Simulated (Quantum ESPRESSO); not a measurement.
PbO2 under changes of volume

One of the cells (13.151 Å³/atom); the others are scaled copies at fixed shape and fractional positions:

```
Pb O
1.0
     0.00000    2.70199    2.70199
     2.70199    0.00000    2.70199
     2.70199    2.70199    0.00000
Pb O
1 2
Direct
  0.00000 0.00000 0.00000
  0.75000 0.75000 0.75000
  0.25000 0.25000 0.25000
```

The cell comes from a database or a generator and needn't be the stable form of this composition.

- Program: Quantum ESPRESSO 7.5
- Functional: r2SCAN
- Potentials or basis: SG15 PBE 1.2
- Cutoff: 1197 eV
- Density cutoff: 4789 eV
- k mesh: 7 × 7 × 7
- Occupations: fermi-dirac, width 0.05 eV
- Spin: no spin polarisation

```tsv
volume (Å³/atom)	energy over the lowest point (meV/atom)	pressure (GPa)
12.362	?	?
12.625	0.00	0.7
12.888	1.60	-2.3
13.151	7.69	-4.9
13.414	17.77	-7.2
13.677	31.43	-9.3
```

Q: What does the run at 12.362 Å³/atom give?

A: Energy over the lowest point 3.59 meV/atom; pressure 4.1 GPa.

Worked out: A Birch-Murnaghan fit of order 3 (a polynomial in V^(-2/3)) to the other rows has its minimum at 12.67 Å³/atom with B0 = V·E''(V) = 145 GPa and B' = 4.5. It gives 3.42 meV/atom at 12.362 Å³/atom, against the run's 3.59, and -dE/dV = 3.7 GPa, against 4.1.

Energies are extrapolated to zero smearing.

Caveats: the potentials were made for another functional, which shifts forces and pressure.
